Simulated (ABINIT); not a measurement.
# ZnSe (Stilleite) (F-43m) in ABINIT: settings compared

One crystal, ZnSe (Stilleite), is run at these levels: PBE, LDA, PBEsol; tasks: single point.

All numbers are computed with ABINIT 10.8.3 (patched build); they aren't measurements. Logs are shortened: lines on timing, memory, paths and dates and some standing lists are left out, and cuts for length are marked. The log counts tension as positive stress, the text compression.

**The experiment to reproduce.**

“Alloy Disordering Effects on the Thermal Conductivity and Energy Gap Temperature Dependence of Cd1−xZnxSe Ternary Crystals Grown by the Bridgman Method”, 2023, pmc:10253836 reports, for a bulk crystal of ZnSe at 300 K: band gap 2.695 ± 0.003 eV (an exciton energy, a little under the gap).

How close the calculation comes is told below.

## 1. The structure

Symmetry: F-43m, No. 216, cubic system. The conventional cell has a = 5.668 Å, b = 5.668 Å, c = 5.668 Å, α = 90.00°, β = 90.00°, γ = 90.00°. Se (site symmetry -43m) is surrounded by 4 Zn at 2.45 Å. Zn (site symmetry -43m) is surrounded by 4 Se at 2.45 Å.

## 2. Single point, PBE (cell relaxed)

File run.abi:

```
pp_dirpath "./"
pseudos "Se_ONCV_PBE-1.2.upf, Zn_ONCV_PBE-1.2.upf"

acell 7.6629553735 7.6629553735 7.6629553735
rprim
     0.0000000000     0.7071067812     0.7071067812
     0.7071067812     0.0000000000     0.7071067812
     0.7071067812     0.7071067812     0.0000000000
ntypat 2
znucl 34 30
natom 2
typat 1 2
xred
     0.7500000000     0.7500000000     0.7500000000
     0.0000000000     0.0000000000     0.0000000000
chkprim 0
chksymtnons 0
tolsym 1.0e-6

ecut 43.0

kptopt 1
ngkpt 6 6 6
nshiftk 1
shiftk 0.0 0.0 0.0

ixc 11

nband 17
occopt 3
tsmear 0.05 eV

nstep 100
tolvrs 1.0e-10

iomode 3
prtwf 0
prteig 0
prtebands 0
enunit 1
prtden 1
prtvha 1
prtvclmb 1
prtpot 1
prtelf 1
```

Potentials or basis: SG15 NC PBE v1.2.

Launch:

```console
$ abinit run.abi > log 2>&1
```

run.abo:

```text
.Version 10.8.3 of ABINIT
 Symmetries : space group F-4 3 m (#216); Bravais cF (face-center cubic)
================================================================================
 Values of the parameters that define the memory need of the present run
     intxc =       0    ionmov =       0      iscf =       7    lmnmax =       6
     lnmax =       6     mgfft =      48  mpssoang =       3    mqgrid =    3001
     natom =       2  nloc_mem =       1    nspden =       1   nspinor =       1
    nsppol =       1      nsym =      24    n1xccc =       0    ntypat =       2
    occopt =       3   xclevel =       2
       mpw =        4304          nfft =      110592          nkpt =          16
================================================================================
================================================================================

--------------------------------------------------------------------------------
------------- Echo of variables that govern the present computation ------------
--------------------------------------------------------------------------------
 -outvars: echo values of preprocessed input variables --------
            acell      7.6629553735E+00  7.6629553735E+00  7.6629553735E+00 Bohr
              amu      7.89600000E+01  6.53900000E+01
          chkprim           0
      chksymtnons           0
             ecut      4.30000000E+01 Hartree
           enunit           1
              ixc          11
         kptrlatt        6    0    0      0    6    0      0    0    6
          kptrlen      4.59777322E+01
            natom           2
            nband          17
            ngfft          48      48      48
             nkpt          16
            nstep         100
             nsym          24
           ntypat           2
           occopt           3
        prtebands           0
           prteig           0
           prtelf           1
           prtpot           1
         prtvclmb           1
           prtvha           1
            prtwf           0
            rprim      0.0000000000E+00  7.0710678120E-01  7.0710678120E-01
                       7.0710678120E-01  0.0000000000E+00  7.0710678120E-01
                       7.0710678120E-01  7.0710678120E-01  0.0000000000E+00
          spgroup         216
           tolsym      1.00000000E-06
           tolvrs      1.00000000E-10
           tsmear      1.83746611E-03 Hartree
            typat      1  2
           xangst      4.3010420672E+00  4.3010420672E+00  4.3010420672E+00
                       0.0000000000E+00  0.0000000000E+00  0.0000000000E+00
            xcart      8.1277915630E+00  8.1277915630E+00  8.1277915630E+00
                       0.0000000000E+00  0.0000000000E+00  0.0000000000E+00
             xred      7.5000000000E-01  7.5000000000E-01  7.5000000000E-01
                       0.0000000000E+00  0.0000000000E+00  0.0000000000E+00
            znucl       34.00000   30.00000

================================================================================

 chkinp: Checking input parameters for consistency.

================================================================================
== DATASET  1 ==================================================================

--- !DatasetInfo
iteration_state: {dtset: 1, }
dimensions: {natom: 2, nkpt: 16, mband: 17, nsppol: 1, nspinor: 1, nspden: 1, mpw: 4304, }
cutoff_energies: {ecut:  43.0, pawecutdg:  -1.0, }
electrons: {nelect:   2.60000000E+01, charge:   0.00000000E+00, occopt:   3.00000000E+00, tsmear:   1.83746611E-03, }
meta: {optdriver: 0, ionmov: 0, optcell: 0, iscf: 7, paral_kgb: 0, }
...

 Exchange-correlation functional for the present dataset will be:
  GGA: Perdew-Burke-Ernzerhof functional - ixc=11
  J.P.Perdew, K.Burke, M.Ernzerhof, PRL 77, 3865 (1996)

 Real(R)+Recip(G) space primitive vectors, cartesian coordinates (Bohr,Bohr^-1):
 R(1)=  0.0000000  5.4185277  5.4185277  G(1)= -0.0922760  0.0922760  0.0922760
 R(2)=  5.4185277  0.0000000  5.4185277  G(2)=  0.0922760 -0.0922760  0.0922760
 R(3)=  5.4185277  5.4185277  0.0000000  G(3)=  0.0922760  0.0922760 -0.0922760
 Unit cell volume ucvol=  3.1818074E+02 bohr^3
 Angles (23,13,12)=  6.00000000E+01  6.00000000E+01  6.00000000E+01 degrees

 getcut: wavevector=  0.0000  0.0000  0.0000  ngfft=  48  48  48
         ecut(hartree)=     43.000   => boxcut(ratio)=   2.12200

--- Pseudopotential description ------------------------------------------------
- pspini: atom type   1  psp file is ./Se_ONCV_PBE-1.2.upf
12 -101130 2 -1 602                           pspcod,pspxc,lmax,lloc,mmax
     nproj     2     2     2

- pspini: atom type   2  psp file is ./Zn_ONCV_PBE-1.2.upf
12 -101130 2 -1 602                           pspcod,pspxc,lmax,lloc,mmax
     nproj     2     2     2

   1.07198730E+03                                ecore*ucvol(ha*bohr**3)
--------------------------------------------------------------------------------

[... 34 lines left out ...]
   Integrated=    1.0075E+02

--------------------------------------------------------------------------------
 End of ELF section

 Cartesian components of stress tensor (hartree/bohr^3)
  sigma(1 1)=  4.84619657E-07  sigma(3 2)=  0.00000000E+00
  sigma(2 2)=  4.84619657E-07  sigma(3 1)=  0.00000000E+00
  sigma(3 3)=  4.84619657E-07  sigma(2 1)=  0.00000000E+00

--- !ResultsGS
iteration_state: {dtset: 1, }
comment   : Summary of ground state results
lattice_vectors:
- [  0.0000000,   5.4185277,   5.4185277, ]
- [  5.4185277,   0.0000000,   5.4185277, ]
- [  5.4185277,   5.4185277,   0.0000000, ]
lattice_lengths: [   7.66296,    7.66296,    7.66296, ]
lattice_angles: [ 60.000,  60.000,  60.000, ] # degrees, (23, 13, 12)
lattice_volume:   3.1818074E+02
convergence: {deltae:  7.503E-12, res2:  2.852E-11, residm:  2.482E-07, diffor: null, }
etotal    :  -2.09672542E+02
entropy   :   0.00000000E+00
fermie    :   1.32720926E-01
cartesian_stress_tensor: # hartree/bohr^3
- [  4.84619657E-07,   0.00000000E+00,   0.00000000E+00, ]
- [  0.00000000E+00,   4.84619657E-07,   0.00000000E+00, ]
- [  0.00000000E+00,   0.00000000E+00,   4.84619657E-07, ]
pressure_GPa:  -1.4258E-02
xred      :
- [  7.5000E-01,   7.5000E-01,   7.5000E-01, Se]
- [  0.0000E+00,   0.0000E+00,   0.0000E+00, Zn]
cartesian_forces: # hartree/bohr
- [  2.69387918E-48,  -9.70572263E-32,  -2.69387918E-48, ]
- [ -2.69387918E-48,   9.70572263E-32,   2.69387918E-48, ]
force_length_stats: {min:   9.70572263E-32, max:   9.70572263E-32, mean:   9.70572263E-32, }
...

 Integrated electronic density in atomic spheres:
 ------------------------------------------------
 Atom  Sphere_radius  Integrated_density
    1        2.00000          3.25918407
    2        2.00000         18.08584158
================================================================================

 ----iterations are completed or convergence reached----

 Mean square residual over all n,k,spin=   10.170E-10; max=  24.819E-08
 reduced coordinates (array xred) for    2 atoms
       0.750000000000      0.750000000000      0.750000000000
       0.000000000000      0.000000000000      0.000000000000
 rms dE/dt=  6.0727E-31; max dE/dt=  1.0518E-30; dE/dt below (all hartree)
    1       0.000000000000      0.000000000000      0.000000000000
    2       0.000000000000      0.000000000000      0.000000000000

 cartesian coordinates (angstrom) at end:
    1      4.30104206716613     4.30104206716613     4.30104206716613
    2      0.00000000000000     0.00000000000000     0.00000000000000

 cartesian forces (hartree/bohr) at end:
    1      0.00000000000000    -0.00000000000000    -0.00000000000000
    2     -0.00000000000000     0.00000000000000     0.00000000000000
 frms,max,avg= 5.6036016E-32 9.7057226E-32   0.000E+00  0.000E+00  0.000E+00 h/b

 cartesian forces (eV/Angstrom) at end:
    1      0.00000000000000    -0.00000000000000    -0.00000000000000
    2     -0.00000000000000     0.00000000000000     0.00000000000000
 frms,max,avg= 2.8814878E-30 4.9908832E-30   0.000E+00  0.000E+00  0.000E+00 e/A
 length scales=  7.662955373500  7.662955373500  7.662955373500 bohr
              =  4.055061349072  4.055061349072  4.055061349072 angstroms
 Fermi (or HOMO) energy (eV) =   3.61152   Average Vxc (eV)=  -9.16531
 Eigenvalues (   eV  ) for nkpt=  16  k points:
 kpt#   1, nband= 17, wtk=  0.00463, kpt=  0.0000  0.0000  0.0000 (reduced coord)
-122.16263  -76.32443  -76.32443  -76.32443  -10.02873   -3.41590   -3.41590   -3.41590
  -3.08094   -3.08094    3.01494    3.01494    3.01494    4.15073    8.82387    8.82387
   8.82387
 prteigrs : prtvol=0 or 1, do not print more k-points.

--- !EnergyTerms
iteration_state     : {dtset: 1, }
comment             : Components of total free energy in Hartree
kinetic             :  8.82830393186045E+01
hartree             :  9.05801463208079E+01
xc                  : -2.02979803500664E+01
Ewald energy        : -1.01109776260260E+02
psp_core            :  3.36911432711150E+00
local_psp           : -2.06161203382193E+02
non_local_psp       : -6.43358824092397E+01
internal            : -2.09672542435235E+02
'-kT*entropy'       : -8.79672412467397E-09
total_energy        : -2.09672542444032E+02
total_energy_eV     : -5.70548053762140E+03
band_energy         : -2.75225253463377E+01
...

 Cartesian components of stress tensor (hartree/bohr^3)
  sigma(1 1)=  4.84619657E-07  sigma(3 2)=  0.00000000E+00
  sigma(2 2)=  4.84619657E-07  sigma(3 1)=  0.00000000E+00
  sigma(3 3)=  4.84619657E-07  sigma(2 1)=  0.00000000E+00

-Cartesian components of stress tensor (GPa)         [Pressure= -1.4258E-02 GPa]
- sigma(1 1)=  1.42580026E-02  sigma(3 2)=  0.00000000E+00
- sigma(2 2)=  1.42580026E-02  sigma(3 1)=  0.00000000E+00
- sigma(3 3)=  1.42580026E-02  sigma(2 1)=  0.00000000E+00

== END DATASET(S) ==============================================================
================================================================================

 -outvars: echo values of variables after computation  --------
            acell      7.6629553735E+00  7.6629553735E+00  7.6629553735E+00 Bohr
           etotal     -2.0967254244E+02
            fcart      2.6938791842E-48 -9.7057226322E-32 -2.6938791842E-48
                      -2.6938791842E-48  9.7057226322E-32  2.6938791842E-48
            rprim      0.0000000000E+00  7.0710678120E-01  7.0710678120E-01
                       7.0710678120E-01  0.0000000000E+00  7.0710678120E-01
                       7.0710678120E-01  7.0710678120E-01  0.0000000000E+00
           strten      4.8461965672E-07  4.8461965673E-07  4.8461965673E-07
                       0.0000000000E+00  0.0000000000E+00  0.0000000000E+00
           xangst      4.3010420672E+00  4.3010420672E+00  4.3010420672E+00
                       0.0000000000E+00  0.0000000000E+00  0.0000000000E+00
             xred      7.5000000000E-01  7.5000000000E-01  7.5000000000E-01
                       0.0000000000E+00  0.0000000000E+00  0.0000000000E+00
 Calculation completed.
```

It took 50 s on 1 thread of Arm Neoverse V1, shared host; peak memory 0.1 GiB.

Results:

```yaml
Free_energy: -5705.4805 eV
Pressure: 0.0 GPa
Band_gap_on_the_k_mesh: 1.14 eV, direct
Valence_electrons_inside_the_program's_atomic_spheres: Se 3.26; Zn 18.09
```

## 3. Single point, LDA

File run.abi:

```
# Pseudopotentials
pp_dirpath "./"
pseudos "Se.upf, Zn.upf"

# Structure
acell 3*1.0 Angstrom
rprim
     0.0000000000     2.8338000000     2.8338000000
     2.8338000000     0.0000000000     2.8338000000
     2.8338000000     2.8338000000     0.0000000000
ntypat 2
znucl 34 30
natom 2
typat 1 2
xred
     0.7500000000     0.7500000000     0.7500000000
     0.0000000000     0.0000000000     0.0000000000

# Plane-wave basis
ecut 39.0

# k points
kptopt 1
ngkpt 6 6 6
nshiftk 1
shiftk 0.0 0.0 0.0

# Exchange and correlation
ixc 7

# Bands and occupations
nband 22
occopt 3
tsmear 0.00183747

# SCF cycle
nstep 100
tolvrs 1.0e-10

# Output
iomode 3
prtwf 0
prteig 0
prtebands 0
enunit 1
prtvol 2
prtden 1
prtvha 1
prtvclmb 1
prtpot 1
prtelf 1
```

Potentials or basis: PseudoDojo NC SR LDA v0.4.1 standard.

Launch:

```console
$ abinit run.abi > log 2>&1
```

Wall time 64 s (1 thread of Arm Neoverse V1, shared host); peak memory 0.09 GiB.

It converged, with:

```
Free energy                                           : -8983.8674 eV
Pressure                                              : -3.9 GPa
Band gap on the k mesh                                : 1.03 eV, direct
Valence electrons inside the program's atomic spheres : Se 13.26; Zn 18.14
```

Levels at points of the mesh, in eV from the valence-band top:
| k point | band 15 | band 16 | band 17 | band 18 | band 19 | band 20 | band 21 | band 22 |
| --- | --- | --- | --- | --- | --- | --- | --- | --- |
| (0.00, 0.00, 0.00) | -6.29 | 0.00 | 0.00 | 0.00 | 1.03 | 5.72 | 5.72 | 5.72 |
| (0.50, 0.00, 0.00) | -6.13 | -5.29 | -0.87 | -0.87 | 2.35 | 6.30 | 6.30 | 8.35 |
| (0.50, 0.50, 0.00) | -6.11 | -4.83 | -2.20 | -2.20 | 2.82 | 3.33 | 10.49 | 11.08 |

## 4. Single point, PBEsol

run.abi: that of step 3 with these lines changed.

```diff
@@ -2,3 +2,3 @@
 pp_dirpath "./"
-pseudos "Se.upf, Zn.upf"
+pseudos "Se.GGA_PBE-JTH.xml, Zn.GGA_PBE-JTH.xml"
 
@@ -19,3 +19,4 @@
 # Plane-wave basis
-ecut 39.0
+ecut 16.0
+pawecutdg 32.0
 
@@ -28,6 +29,6 @@
 # Exchange and correlation
-ixc 7
+ixc -116133
 
 # Bands and occupations
-nband 22
+nband 13
 occopt 3
@@ -37,3 +38,3 @@
 nstep 100
-tolvrs 1.0e-10
+tolvrs 1.0e-9
 
@@ -42,10 +43,6 @@
 prtwf 0
+prtden 0
 prteig 0
 prtebands 0
-enunit 1
+enunit 2
 prtvol 2
-prtden 1
-prtvha 1
-prtvclmb 1
-prtpot 1
-prtelf 1
```

Potentials or basis: JTH PAW PBE v2.0.

Launch:

```console
$ abinit run.abi > log 2>&1
```

Run time: 35 s. Hardware: 1 thread of Intel Xeon at 2.70GHz, shared host; peak memory 0.1 GiB.

Results (log left out):

```yaml
Free_energy: -2011.7447 eV
Band_gap_on_the_k_mesh: 1.16 eV, direct
Valence_electrons_inside_the_program's_atomic_spheres: Se 4.00; Zn 10.76
```

Levels at points of the mesh, in eV from the valence-band top:
| k point | band 6 | band 7 | band 8 | band 9 | band 10 | band 11 | band 12 | band 13 |
| --- | --- | --- | --- | --- | --- | --- | --- | --- |
| (0.00, 0.00, 0.00) | -6.17 | 0.00 | 0.00 | 0.00 | 1.16 | 5.73 | 5.73 | 5.73 |
| (0.50, 0.00, 0.00) | -6.01 | -5.29 | -0.88 | -0.88 | 2.43 | 6.31 | 6.31 | 8.41 |
| (0.50, 0.50, 0.00) | -5.99 | -4.80 | -2.21 | -2.21 | 2.83 | 3.36 | 10.59 | 11.19 |

Caveat: the cutoff is too short for stress, so the log's stress isn't used; the PAW data sets were made with another functional, which shifts forces and pressure a little. A hybrid or GW would open this gap; PBEsol tends to underestimate it.

## 5. Single point, LDA

File run.abi:

```
pp_dirpath "./"
pseudos "Se.LDA_PW-JTH.xml, Zn.LDA_PW-JTH.xml"

acell 3*1.0 Angstrom
rprim
     0.0000000000     2.8338000000     2.8338000000
     2.8338000000     0.0000000000     2.8338000000
     2.8338000000     2.8338000000     0.0000000000
ntypat 2
znucl 34 30
natom 2
typat 1 2
xred
     0.7500000000     0.7500000000     0.7500000000
     0.0000000000     0.0000000000     0.0000000000

ecut 15.0
pawecutdg 30.0

kptopt 1
ngkpt 6 6 6
nshiftk 1
shiftk 0.0 0.0 0.0

ixc 7

nband 13
occopt 3
tsmear 0.05 eV

nstep 100
tolvrs 1.0e-9

iomode 3
prtwf 0
prteig 0
prtebands 0
prtden 1
prtvha 1
prtvclmb 1
prtpot 1
```

Potentials or basis: JTH PAW LDA v2.0.

Launch:

```console
$ abinit run.abi > log 2>&1
```

Run time: 12 s. Hardware: 1 thread of Arm Neoverse V1, shared host; peak memory 0.08 GiB.

The run converged. Its results:

```
Free energy                                           : -2020.1984 eV
Band gap on the k mesh                                : 1.02 eV, direct
Valence electrons inside the program's atomic spheres : Se 4.01; Zn 10.78
```

Levels at points of the mesh, in eV from the valence-band top:
```csv
k point,band 7,band 8,band 9,band 10,band 11,band 12
"(0.00, 0.00, 0.00)",0.00,0.00,0.00,1.02,5.70,5.70
"(0.50, 0.00, 0.00)",-5.30,-0.88,-0.88,2.34,6.29,6.29
"(0.50, 0.50, 0.00)",-4.84,-2.21,-2.21,2.80,3.31,10.49
```

Caveat: the cutoff is too short for stress, so the log's stress isn't used. As with any semilocal functional, this LDA gap is likely too small.

## 6. Single point, PBE

run.abi: that of step 5 with these lines changed.

```diff
@@ -1,3 +1,3 @@
 pp_dirpath "./"
-pseudos "Se.LDA_PW-JTH.xml, Zn.LDA_PW-JTH.xml"
+pseudos "Se.upf, Zn.upf"
 
@@ -16,4 +16,3 @@
 
-ecut 15.0
-pawecutdg 30.0
+ecut 39.0
 
@@ -24,5 +23,5 @@
 
-ixc 7
+ixc 11
 
-nband 13
+nband 22
 occopt 3
@@ -31,3 +30,3 @@
 nstep 100
-tolvrs 1.0e-9
+tolvrs 1.0e-10
 
@@ -35,7 +34,4 @@
 prtwf 0
+prtden 0
 prteig 0
 prtebands 0
-prtden 1
-prtvha 1
-prtvclmb 1
-prtpot 1
```

Potentials or basis: PseudoDojo NC SR PBE v0.4.1 standard.

Launch:

```console
$ abinit run.abi > log 2>&1
```

It took 62 s on 1 thread of Arm Neoverse V1, shared host; peak memory 0.09 GiB.

It converged, with:

| Quantity | Value |
| --- | --- |
| Free energy | -8988.7418 eV |
| Pressure | 1.7 GPa |
| Band gap on the k mesh | 1.29 eV, direct |
| Valence electrons inside the program's atomic spheres | Se 13.26; Zn 18.13 |

Levels at points of the mesh, in eV from the valence-band top:
| k point | band 14 | band 15 | band 16 | band 17 | band 18 | band 19 | band 20 | band 21 | band 22 |
| --- | --- | --- | --- | --- | --- | --- | --- | --- | --- |
| (0.00, 0.00, 0.00) | -6.17 | -6.17 | 0.00 | 0.00 | 0.00 | 1.29 | 5.81 | 5.81 | 5.81 |
| (0.50, 0.00, 0.00) | -6.15 | -6.01 | -5.22 | -0.87 | -0.87 | 2.55 | 6.39 | 6.39 | 8.57 |
| (0.50, 0.50, 0.00) | -6.12 | -5.99 | -4.75 | -2.18 | -2.18 | 2.99 | 3.47 | 10.73 | 11.26 |

## 7. Overview

| level | potentials or basis | cell | cutoff (eV) | fine-grid cutoff | gap on the mesh (eV) | pressure (GPa) |
| --- | --- | --- | --- | --- | --- | --- |
| PBE | SG15 NC PBE v1.2 | cell relaxed | 1170 | - | 1.14 | 0.0 |
| LDA | PseudoDojo NC SR LDA v0.4.1 standard | as given | 1061 | - | 1.03 | -3.9 |
| PBEsol | JTH PAW PBE v2.0 | as given | 435 | 870.764 eV | 1.16 | - |
| LDA | JTH PAW LDA v2.0 | as given | 408 | 816.342 eV | 1.02 | - |
| PBE | PseudoDojo NC SR PBE v0.4.1 standard | as given | 1061 | - | 1.29 | 1.7 |

Alike in all rows: task single point; no spin polarisation; k mesh 6 × 6 × 6; smearing fermi-dirac 0.05 eV.

Caveats: the PAW data sets were made with another functional, which shifts forces and pressure a little (some runs).

Total energies depend on the potentials used, so only differences within one code and one set of settings carry meaning.

## 8. Against experiment

Step 3. Against the measured gap of ZnSe, 2.695 eV (an exciton energy, a little under the gap; 300 K; “Alloy Disordering Effects on the Thermal Conductivity and Energy Gap Temperature Dependence of Cd1−xZnxSe Ternary Crystals Grown by the Bridgman Method”, 2023, pmc:10253836), the calculated 1.03 eV is off by -1.67 eV. So large a miss can be the level of theory's own, or it may mean another phase, state or a wrong row. Spin-orbit coupling on Se is left out. The value is that of LDA, without temperature or zero-point motion. Semilocal functionals fall short of measured gaps as a rule.

Step 6. Measured gap of ZnSe: 2.695 eV (an exciton energy, a little under the gap; 300 K; “Alloy Disordering Effects on the Thermal Conductivity and Energy Gap Temperature Dependence of Cd1−xZnxSe Ternary Crystals Grown by the Bridgman Method”, 2023, pmc:10253836). This calculation gives 1.29 eV (-1.41 eV). So large a miss can be the level of theory's own, or it may mean another phase, state or a wrong row. Spin-orbit coupling on Se is left out. The value is that of PBE, without temperature or zero-point motion. Semilocal functionals fall short of measured gaps as a rule.
